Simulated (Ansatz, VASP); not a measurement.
**SnO2: VASP beside Ansatz**

Aim: how closely do two programs agree when they are given the same cell, functional and k mesh? The cell is taken from a series of runs on this material, whose earlier steps may have relaxed, scaled, displaced or heated it; both programs get it as it stands.

Method: plane waves, with VASP 6.6.1 beside it; single point at HSE06 with D3(BJ), in Ansatz 0.2.0.

## Step 1: The starting structure

It takes space group I4_1/amd (No. 141, tetragonal). The conventional cell has a = 3.973 Å, b = 3.973 Å, c = 10.181 Å, α = 90.00°, β = 90.00°, γ = 90.00°. Sn has 6 O at 2.04 to 2.07 Å nearest. Nearest to O lie 3 Sn at 2.04 to 2.07 Å. Farther neighbours and most contacts between anions are not listed.

## Step 2: Ansatz: single point, HSE06 with D3(BJ)

Ansatz runs on PAW files that the input asks for by source.

With cell and atoms fixed, the geometry can't cause a difference; cores, projectors, grids and the points listed under the comparison can.

input.yaml reads:

```yaml
crystal:
  lattice:
    - [-1.9862652599, 1.9862652599, 5.090721606]
    - [1.9862652599, -1.9862652599, 5.090721606]
    - [1.9862652599, 1.9862652599, -5.090721606]
  atoms:
    - { symbol: Sn, position: [0.75, 0.25, 0.5] }
    - { symbol: Sn, position: [0.0, 0.0, 0.0] }
    - { symbol: O, position: [0.7970092134, 0.7970092134, 0.0] }
    - { symbol: O, position: [0.9529907866, 0.4529907866, 0.5] }
    - { symbol: O, position: [0.2029907866, 0.2029907866, 0.0] }
    - { symbol: O, position: [0.5470092134, 0.0470092134, 0.5] }
kpoints:
  mp_grid: { grid: [6, 6, 6] }
hamiltonian:
  xc: hse06
  pseudopotentials: { kind: paw, source: ansatz }
  dispersion: d3bj
scf:
  occupations: { method: fixed }
  n_extra_bands: 6
  lower_state_search: "off"
  convergence: { dr2_threshold: 1.0e-09 }
output:
  eigenvalues: true
```

Run with:

```bash
> ansatz run input.yaml --threads 8 --pin off --max-ram 18432MiB --backend cpu --events-out ev --progress --plain --runs-dir out
```

Numbers of over 12 decimals in the logs are rounded to 6 here.

Output:

```text
basis.fft_grid_basis auto: the FFT boxes are laid along the combinations [[1, 0, 1], [0, 1, 1], [0, 0, 1]] of the cell's own vectors, 3.973, 3.973 and 5.814 Å long. The dense box has 45×45×72 points. Along the cell's own vectors, as sized, it would have 72×72×72, 2.56 times as many. Of the 16 symmetry operations that the crystal satisfies within crystal.symmetry.tolerance (time reversal apart; of a slab, those that k [...]
scf.n_extra_bands = 6 over 34 filled bands (N_el = 68.0): the run solves 40 bands
Engine: ansatz 0.2.0, aarch64-unknown-linux-gnu
Pseudopotentials: kind: paw
Pseudopotential: Sn, paw, valence charge 22, recommended cutoff 640 eV (normal), Sn.paw.azcp
Pseudopotential: O, paw, valence charge 6, recommended cutoff 930 eV (normal), O.paw.azcp
Functional definition: HSE06
  parameter a = 0.25
  parameter omega = 0.11/bohr
  exchange = pbe_x - a*pbe_x_sr(omega) + a*exact_x_sr(omega)
  correlation = pbe_c
davidson cushion auto → on  (no smearing: the cushion is to keep the highest requested band from converging to the state above it; pin scf.eigensolver.cushion to override)
Crystal: 6 atoms, lattice volume = 80.337 Å³
Basis set: ecut = 930 eV, 5185 PW (Γ), FFT grids on a1+a3, a2+a3, a3
Bands: 40, of which v1, the nominal top of the filled ones, is band 34 counted from 1 (33 counted from 0)
Symmetry: 16 space group operations
Space group: I41/amd (ITA 141), of the structure as read, at distance tolerance 4.3e-5 Å
k-points: 30 of 216
Non-local potential: Sn, projectors of the file, l = 0: 3, l = 1: 3, l = 2: 3, l = 3: 2
Non-local potential: O, projectors of the file, l = 0: 2, l = 1: 2, l = 2: 1
PAW form: soft (Blöchl's): semilocal exchange-correlation on the pseudo side does not see the compensation charge
PAW frozen core: Sn, regenerated for the run's functional, and the local potential with it (the file was generated under x = pbe(κ = 0.804, μ = 0.219515), c = pbe(β = 0.066725))
PAW frozen core: O, regenerated for the run's functional, and the local potential with it (the file was generated under x = pbe(κ = 0.804, μ = 0.219515), c = pbe(β = 0.066725))
PAW one-centre angular grid: Sn, 590 points (default); XC on 96 Gauss nodes
PAW one-centre angular grid: O, 110 points (default); XC on 64 Gauss nodes
Initial density: superposition of atomic densities (chi_scale 0.1, normalization cell, long waves kept (reshape's long-wave potential 0.01 eV rms))
Initial wavefunctions: pseudopotential atomic-orbital guess
Functional: x = pbe(κ = 0.804, μ = 0.219515), c = pbe(β = 0.066725), warm-up for x = pbe(κ = 0.804, μ = 0.219515) + 0.25 (exact − pbe) at short range (hse, ω = 0.207870 Å⁻¹), c = pbe(β = 0.066725); HSE06 as pw.x's `hse` composes it (authors' and Libxc's form: `xc: wpbeh`)
SCF iter   1: F=—  HF=-21721.971808 eV  |F-HF|=—  |Δ(HF+E_count)|=         —  Δρ=8.01e-2  dr2=3.67e0  ethr=1.00e-1  ⟨swp⟩=4.2  Hψ=3514  notcnv=0
preconditioner: auto → none  [insulator: Δε(μ)=1.998 eV  Ē_g=20.127 eV  n_scr=32 (ndim 8)  ℏωp=29.9 eV  f_vac=0.108]
SCF iter   2: F=—  HF=-21721.043203 eV  |F-HF|=—  |Δ(HF+E_count)|=   9.29e-1  Δρ=3.66e-2  dr2=3.69e-1  ethr=5.39e-3  ⟨swp⟩=3.8  Hψ=3473  notcnv=0  defer=5
SCF iter   3: F=—  HF=-21721.038987 eV  |F-HF|=—  |Δ(HF+E_count)|=   4.22e-3  Δρ=1.55e-2  dr2=1.04e-1  ethr=5.43e-4  ⟨swp⟩=3.2  Hψ=3148  notcnv=0  defer=1
iter 4 solved again at ethr=1.32e-5 eV; its pass at ethr=1.53e-4 eV (dr2=8.97e-3 eV) is discarded
SCF iter   4: F=—  HF=-21721.039080 eV  |F-HF|=—  |Δ(HF+E_count)|=   9.30e-5  Δρ=5.61e-3  dr2=8.85e-3  ethr=1.32e-5  ⟨swp⟩=3.1  Hψ=5770  notcnv=0  defer=1
SCF iter   5: F=-21721.040397 eV  HF=-21721.040378 eV  |F-HF|=1.86e-5  |Δ(HF+E_count)|=   1.30e-3  Δρ=5.74e-4  dr2=8.48e-5  ethr=1.30e-5  ⟨swp⟩=3.0  Hψ=2978  notcnv=0  defer=1
SCF 1 stopped early in 5 iterations: F = -21721.040397 eV  dr2 = 8.48e-5
  greatest PAW one-centre occupation: 0.999 electrons in one spin orbital (limit 2), on the Sn atom at site 1 (counted from 0), in its partial waves of l = 0
Initial density: handed on by an earlier stage of this run
Initial wavefunctions: those handed on with the density
Functional: x = pbe(κ = 0.804, μ = 0.219515) + 0.25 (exact − pbe) at short range (hse, ω = 0.207870 Å⁻¹), c = pbe(β = 0.066725); HSE06 as pw.x's `hse` composes it (authors' and Libxc's form: `xc: wpbeh`)
Exchange kernel: α = 0.2500, screened, ω = 0.2079 Å⁻¹, Wigner–Seitz truncation, v(0) = 1046.8168 eV·Å³, q-mesh 6×6×6, nearest image of the exchange supercell L = 23.84 Å, pair-density grid 40×40×54, without the augmentation charges, whose exchange is taken in its separable form by FFT convolution over the k-point mesh (the finest that the files' search goes to), smooth part of the exact exchange by density-matrix convolution
Frozen-core exchange: fock
SCF iter   1: F=—  HF=-21728.606940 eV  |F-HF|=—  |Δ(HF+E_count)|=         —  Δρ=9.60e-3  dr2=4.88e-2  ethr=1.25e-6  ⟨swp⟩=7.8  Hψ=6656  notcnv=0
preconditioner: auto → none  [insulator: Δε(μ)=3.600 eV  Ē_g=22.123 eV  n_scr=32 (ndim 8)  ℏωp=29.9 eV  f_vac=0.185]
SCF iter   2: F=—  HF=-21728.592932 eV  |F-HF|=—  |Δ(HF+E_count)|=   1.40e-2  Δρ=3.03e-3  dr2=5.62e-3  ethr=1.25e-6  ⟨swp⟩=4.0  Hψ=4028  notcnv=0
SCF iter   3: F=—  HF=-21728.615396 eV  |F-HF|=—  |Δ(HF+E_count)|=   2.25e-2  Δρ=1.14e-3  dr2=8.56e-4  ethr=1.25e-6  ⟨swp⟩=4.2  Hψ=4080  notcnv=0
SCF iter   4: F=—  HF=-21728.615164 eV  |F-HF|=—  |Δ(HF+E_count)|=   2.31e-4  Δρ=6.50e-5  dr2=2.62e-5  ethr=1.09e-6  ⟨swp⟩=3.0  Hψ=2824  notcnv=0
SCF iter   5: F=-21728.615385 eV  HF=-21728.615391 eV  |F-HF|=5.67e-6  |Δ(HF+E_count)|=   2.26e-4  Δρ=1.15e-4  dr2=8.79e-6  ethr=1.15e-9  ⟨swp⟩=6.0  Hψ=5470  notcnv=0  defer=16
SCF 2 stopped early in 5 iterations: F = -21728.615385 eV  dr2 = 8.79e-6
  greatest PAW one-centre occupation: 1.000 electrons in one spin orbital (limit 2), on the Sn atom at site 1 (counted from 0), in its partial waves of l = 0
hybrid outer 1: dexx = +2.635e-2 eV, tail = 4.68e-5 eV
Exchange kernel: α = 0.2500, screened, ω = 0.2079 Å⁻¹, Wigner–Seitz truncation, v(0) = 1046.8168 eV·Å³, q-mesh 6×6×6, nearest image of the exchange supercell L = 23.84 Å, pair-density grid 40×40×54, without the augmentation charges, whose exchange is taken in its separable form by FFT convolution over the k-point mesh (the finest that the files' search goes to), smooth part of the exact exchange by density-matrix convolution
Frozen-core exchange: fock
SCF iter   1: F=—  HF=-21728.615332 eV  |F-HF|=—  |Δ(HF+E_count)|=         —  Δρ=5.99e-5  dr2=1.97e-6  ethr=3.44e-7  ⟨swp⟩=3.2  Hψ=2696  notcnv=0
preconditioner: auto → none  [insulator: Δε(μ)=3.611 eV  Ē_g=22.163 eV  n_scr=32 (ndim 8)  ℏωp=29.9 eV  f_vac=0.190]
iter 2 solved again at ethr=3.32e-11 eV; its pass at ethr=2.03e-9 eV (dr2=2.25e-8 eV) is discarded
SCF iter   2: F=—  HF=-21728.615332 eV  |F-HF|=—  |Δ(HF+E_count)|=   2.42e-7  Δρ=1.32e-5  dr2=8.17e-8  ethr=3.32e-11  ⟨swp⟩=3.1  Hψ=7009  notcnv=0
SCF iter   3: F=—  HF=-21728.615333 eV  |F-HF|=—  |Δ(HF+E_count)|=   4.50e-7  Δρ=1.34e-5  dr2=8.87e-8  ethr=3.32e-11  ⟨swp⟩=5.2  Hψ=4506  notcnv=0  defer=19
SCF iter   4: F=—  HF=-21728.615333 eV  |F-HF|=—  |Δ(HF+E_count)|=   2.87e-8  Δρ=1.51e-6  dr2=1.76e-9  ethr=3.32e-11  ⟨swp⟩=3.1  Hψ=3388  notcnv=0
SCF iter   5: F=—  HF=-21728.615333 eV  |F-HF|=—  |Δ(HF+E_count)|=   5.14e-9  Δρ=1.66e-6  dr2=1.68e-9  ethr=3.45e-12 (applied; sched 1.41e-12)  ⟨swp⟩=4.9  Hψ=3573  notcnv=0  defer=25
SCF iter   6: F=-21728.615333 eV  HF=-21728.615333 eV  |F-HF|=0.00e0  |Δ(HF+E_count)|=  5.31e-10  Δρ=1.04e-7  dr2=8.01e-12  ethr=3.00e-12 (applied; sched 1.41e-12)  ⟨swp⟩=3.2  Hψ=3137  notcnv=0  defer=5
SCF 3 converged in 6 iterations: F = -21728.615333 eV  dr2 = 8.01e-12
hybrid outer 2: dexx = +5.151e-7 eV, tail = 3.33e-9 eV, Δε = 2.45e-3 eV (about 2.95e-5 eV left of the loop's levels)
hybrid SCF converged: 2 outer / 11 inner (+5 warm-up), last move |dexx| = 5.15e-7 eV, tail = 3.33e-9 eV
Stability not checked: this state was not tested for a lower state beside it, because the functional holds exact exchange (a hybrid, or Hartree-Fock), whose exchange loop this test does not read (fock_operator; see scf.lower_state_search)
Free energy (F): -21728.615333 eV
Frozen-core exchange: fock
Harris-Foulkes:  -21728.615333 eV  (|F-HF|=0.00e0)
Internal energy: -21728.615333 eV  (E = F + TS)
E sigma→0 (E₀):  -21728.615333 eV
Fermi energy:    7.389020 eV
--- Per-component energies (eV) ---
  E_band       = -1694.347016
  E_kinetic    = 2588.660288
  E_local      = -12723.455709  (includes V_loc(G=0)·N_el)
  E_nonlocal   = 848.305419
  E_hartree    = 5077.104910
  E_xc         = -635.819928
  E_vxc        = -817.114857  (∫ρ·V_xc dr)
  E_exx        = -287.586513  (= α·E_x^exact, valence–valence)
  E_paw        = -9164.457879  (= ΣΔE_a)
  E_vpaw       = -1169.778780  (= ΣTr[D̂ρ^β])
  E_aug_tail   = -0.000009  (compensation charges beyond the density's cutoff)
  E_ewald      = -7428.563219
  E_disp       = -1.404746  (pairwise vdW)
  E_core_change = -1.397947  (= ΣΔE_core)
  E_smearing   = -0.000000  (= −TS)
  E_closure    = -0.000000  (closes the sum)
  Σ components = -21728.615333   (vs F -21728.615333, Δ=3.64e-12)
--- Band table (eV; the first three rows and the last of 30) ---
  k-point 0: bands = [... 30 lower, 6.7617, 6.7617, 6.9242, 6.9242, 10.9996, 15.2611, 18.7228, 19.4023, ... 2 higher]
  k-point 1: bands = [... 30 lower, 6.4901, 6.5123, 6.8693, 7.0714, 12.5147, 15.5027, 19.2587, 19.3276, ... 2 higher]
  k-point 2: bands = [... 30 lower, 6.6304, 6.8727, 7.1804, 7.2889, 15.0485, 16.4245, 17.8279, 18.0949, ... 2 higher]
  k-point 29: bands = [... 30 lower, 6.2870, 6.2870, 7.0548, 7.0548, 13.7994, 13.7994, 16.9675, 16.9675, ... 2 higher]
```

Reading the cycles: dr2 is the Hartree energy of the density residual (eV), the measure of convergence; HF is the Harris–Foulkes estimate of the energy, which meets the free energy F at convergence.

## Step 3: VASP: single point, HSE06 with D3(BJ)

The same cell, functional and mesh now go to VASP, with its own data sets.

Lines of VASP's logs that name or quote its potential files are left out, and so is its time.

The run reads the wave functions of an earlier VASP run, which isn't shown here.

INCAR reads:

```
SYSTEM = SnO2
PREC = Accurate
ENCUT = 520
EDIFF = 1E-06
NELM = 100
ISMEAR = 0
SIGMA = 0.01
LREAL = .FALSE.
ALGO = Normal
LHFCALC = .TRUE.
AEXX = 0.25
GGA = PE
HFSCREEN = 0.208
IVDW = 12
VDW_S6 = 1
VDW_S8 = 2.31
VDW_A1 = 0.383
VDW_A2 = 5.685
LASPH = .TRUE.
NBANDS = 32
PRECFOCK = Fast
LORBIT = 11
LWAVE = .FALSE.
LCHARG = .FALSE.
KPAR = 16
ISIF = 2
```

POSCAR reads:

```
SnO2
1.0
   -1.9862652599      1.9862652599      5.0907216060
    1.9862652599     -1.9862652599      5.0907216060
    1.9862652599      1.9862652599     -5.0907216060
Sn O
2 4
Direct
    0.7500000000      0.2500000000      0.5000000000
    0.0000000000      0.0000000000      0.0000000000
    0.7970092134      0.7970092134      0.0000000000
    0.9529907866      0.4529907866      0.5000000000
    0.2029907866      0.2029907866      0.0000000000
    0.5470092134      0.0470092134      0.5000000000
```

KPOINTS reads:

```
Automatic mesh
0
Gamma
6 6 6
0 0 0
```

PAW data sets: Sn_d and O (PBE family, release 64).

Run with:

```bash
> mpirun -np 16 vasp_std
```

Output:

```text
[banner, memory and clock lines left out]
running   16 mpi-ranks, on    1 nodes
 distrk:  each k-point on    1 cores,   16 groups
 distr:  one band on    1 cores,    1 groups

 POSCAR found type information on POSCAR SnO
 POSCAR found :  2 types and       6 ions
|                                                                             |
|           W    W    AA    RRRRR   N    N  II  N    N   GGGG   !!!           |
|           W    W   A  A   R    R  NN   N  II  NN   N  G    G  !!!           |
|           W    W  A    A  R    R  N N  N  II  N N  N  G       !!!           |
|           W WW W  AAAAAA  RRRRR   N  N N  II  N  N N  G  GGG   !            |
|           WW  WW  A    A  R   R   N   NN  II  N   NN  G    G                |
|           W    W  A    A  R    R  N    N  II  N    N   GGGG   !!!           |
|                                                                             |
|     For optimal performance we recommend to set                             |
|       NCORE = 2 up to number-of-cores-per-socket                            |
|     NCORE specifies how many cores store one orbital (NPAR=cpu/NCORE).      |
|     This setting can greatly improve the performance of VASP for DFT.       |
|     The default, NCORE=1 might be grossly inefficient on modern             |
|     multi-core architectures or massively parallel machines. Do your        |
|     Unfortunately you need to use the default for GW and RPA                |
|     calculations (for HF NCORE is supported but not extensively tested      |
|     yet).                                                                   |
|                                                                             |

 LDA part: xc-table for (Slater+PW92), standard interpolation
 found WAVECAR, reading the header
 POSCAR, INCAR and KPOINTS ok, starting setup
 FFT: planning ... GRIDC
 FFT: planning ... GRID_SOFT
 FFT: planning ... GRID
 reading WAVECAR
 the WAVECAR file was read successfully
 initial charge from wavefunction
 entering main loop
       N       E                     dE             d eps       ncg     rms          rms(c)
DAV:   1    -0.469417000376E+02   -0.46942E+02   -0.11193E+00  2216   0.972E+00    0.136E+00
DAV:   2    -0.469643893756E+02   -0.22689E-01   -0.10529E-01  2376   0.256E+00    0.120E+00
DAV:   3    -0.469604110678E+02    0.39783E-02   -0.87699E-03  3312   0.110E+00    0.828E-01
DAV:   4    -0.469597436801E+02    0.66739E-03   -0.22627E-03  2864   0.371E-01    0.504E-01
DAV:   5    -0.469594330404E+02    0.31064E-03   -0.22126E-04  2296   0.153E-01    0.296E-01
DAV:   6    -0.469593308104E+02    0.10223E-03   -0.81492E-05  2328   0.806E-02    0.174E-01
DAV:   7    -0.469593015140E+02    0.29296E-04   -0.17040E-05  2792   0.454E-02    0.105E-01
DAV:   8    -0.469592929921E+02    0.85220E-05   -0.67155E-06  2520   0.307E-02    0.632E-02
DAV:   9    -0.469592911058E+02    0.18863E-05   -0.21807E-06  1800   0.176E-02    0.382E-02
DAV:  10    -0.469592908756E+02    0.23024E-06   -0.19222E-06  1704   0.126E-02
   1 F= -.48363754E+02 E0= -.48363754E+02  d E =-.584111E-35
```

(Continued in part 2 of 2.)

[Lines on the potential files, build, host, timing and source positions are cut from VASP's logs without a mark.]

[Logs are printed without paths, hosts, clocks, repeated set-up lines and the standing remarks that a program may print on its own settings, such as how far it seeks lower states.]

[Hosts, paths, dates, database ids (printed as entryN), source tags and the programs' standing remarks are cut or masked in the printed files.]
